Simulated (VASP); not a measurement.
TiO2: relaxation of cell and atoms with PBE

The system is TiO2.

```xyz
12
Lattice="4.8127 0.0000 0.0000 0.0000 4.8719 0.0000 -0.8629 0.0000 4.9666" Properties=species:S:1:pos:R:3 pbc="T T T"
Ti    1.1513    0.2573    1.0586
Ti    3.2300    2.6932    1.4247
Ti    2.7985    4.6146    3.9080
Ti    0.7198    2.1787    3.5419
O    -0.4276    0.8622    4.2293
O     3.9459    3.2981    3.2206
O     4.3774    4.0097    0.7373
O     0.0039    1.5738    1.7460
O     1.7406    3.6911    2.3183
O     2.6406    1.2552    0.1650
O     2.2092    1.1808    2.6483
O     1.3092    3.6167    4.8016
```

The cell comes from a database or a generator and needn't be the stable form of this composition.

- Program: VASP 6.6.1
- Task: relaxation of cell and atoms
- Functional: PBE
- Potentials or basis: VASP PAW PBE potentials, release 64 (Ti_sv, O)
- Cutoff: 600 eV
- k mesh: 5 × 5 × 5
- Occupations: fermi-dirac, width 0.05 eV
- Spin: no spin polarisation
- Further INCAR settings: ALGO = Normal; EDIFF = 1e-07; IBRION = 2; EDIFFG = -0.01; NSW = 60; ISIF = 3

The relaxed volume is 9.95 Å³/atom, the relaxed cell is a = 4.848 Å, b = 4.908 Å, c = 5.094 Å, α = 90.00°, β = 100.08°, γ = 90.00° and the space group after relaxing (to 0.05 Å) is P2_1/c (No. 14). The energy gained by relaxing is 3.4 meV/atom and the ionic steps are 24. The pressure after relaxing is 0.0 GPa, the largest force after relaxing is 0.008 eV/Å and the band gap on the k mesh is 2.32 eV, indirect (least direct gap 2.37 eV).

Forces in eV/Å, atoms in the order of the input:
```
Ti   0.007  0.001  0.005
Ti  -0.007  0.001 -0.005
Ti  -0.007 -0.001 -0.005
Ti   0.007 -0.001  0.005
O   -0.008  0.001  0.001
O    0.008  0.001 -0.001
O    0.008 -0.001 -0.001
O   -0.008 -0.001  0.001
O    0.003  0.004  0.003
O   -0.003  0.004 -0.003
O   -0.003 -0.004 -0.003
O    0.003 -0.004  0.003
```

Stress tensor (GPa, compression positive):
```
 0.11  0.00 -0.02
 0.00 -0.05  0.00
-0.02  0.00 -0.04
```

Step by step:
| step | energy change (eV) | largest force (eV/Å) | pressure (GPa) | volume (Å³) |
| --- | --- | --- | --- | --- |
| 1 | 0.0000 | 0.0997 | 4.65 | 116.45 |
| 2 | 0.0118 | 0.2582 | -5.13 | 121.27 |
| 3 | -0.0319 | 0.1369 | -0.06 | 118.64 |
| 4 | -0.0347 | 0.0807 | -0.04 | 118.78 |
| 5 | -0.0347 | 0.0890 | -0.04 | 118.79 |
| 6 | -0.0369 | 0.0547 | 0.03 | 118.84 |
| 7 | -0.0376 | 0.0527 | 0.11 | 118.89 |
| 8 | -0.0390 | 0.0366 | -0.05 | 119.06 |
| 9 | -0.0394 | 0.0310 | -0.17 | 119.19 |
| 10 | -0.0397 | 0.0372 | 0.31 | 119.02 |
| 11 | -0.0397 | 0.0325 | 0.21 | 119.06 |
| 12 | -0.0401 | 0.0187 | 0.04 | 119.17 |
| 13 | -0.0402 | 0.0207 | 0.01 | 119.20 |
| 14 | -0.0403 | 0.0167 | -0.05 | 119.26 |
| 15 | -0.0403 | 0.0342 | -0.14 | 119.34 |
| 16 | -0.0404 | 0.0190 | -0.10 | 119.30 |
| 17 | -0.0405 | 0.0180 | 0.05 | 119.24 |
| 18 | -0.0405 | 0.0184 | 0.10 | 119.22 |
| 19 | -0.0406 | 0.0157 | 0.02 | 119.27 |
| 20 | -0.0407 | 0.0354 | -0.09 | 119.34 |
| 21 | -0.0408 | 0.0261 | -0.07 | 119.34 |
| 22 | -0.0410 | 0.0124 | -0.01 | 119.35 |
| 23 | -0.0410 | 0.0143 | 0.00 | 119.36 |
| 24 | -0.0410 | 0.0085 | 0.01 | 119.36 |

Final structure:
```
Ti O
1.0
     4.84846    0.00000   -0.01058
     0.00000    4.90846    0.00000
    -0.88021    0.00000    5.01735
Ti O
4 8
Direct
  0.27644 0.05639 0.21595
  0.72356 0.55639 0.28405
  0.72356 0.94361 0.78405
  0.27644 0.44361 0.71595
  0.06253 0.17862 0.85365
  0.93748 0.67862 0.64635
  0.93747 0.82138 0.14635
  0.06252 0.32138 0.35365
  0.44796 0.75838 0.46008
  0.55204 0.25838 0.03992
  0.55204 0.24162 0.53992
  0.44796 0.74162 0.96008
```

Levels at points of the mesh, in eV from the valence-band top:
```csv
k point,band 46,band 47,band 48,band 49,band 50,band 51
"(0.00, 0.00, 0.00)",-0.60,-0.09,0.00,2.37,2.53,2.83
```

It took 79 min on 1 thread of Intel(R) Xeon(R) Platinum 8488C (Sapphire Rapids) (shared host), peak memory 0.4 GiB.

Caveat: an odd mesh through Γ misses points on the zone boundary, where band edges often lie.
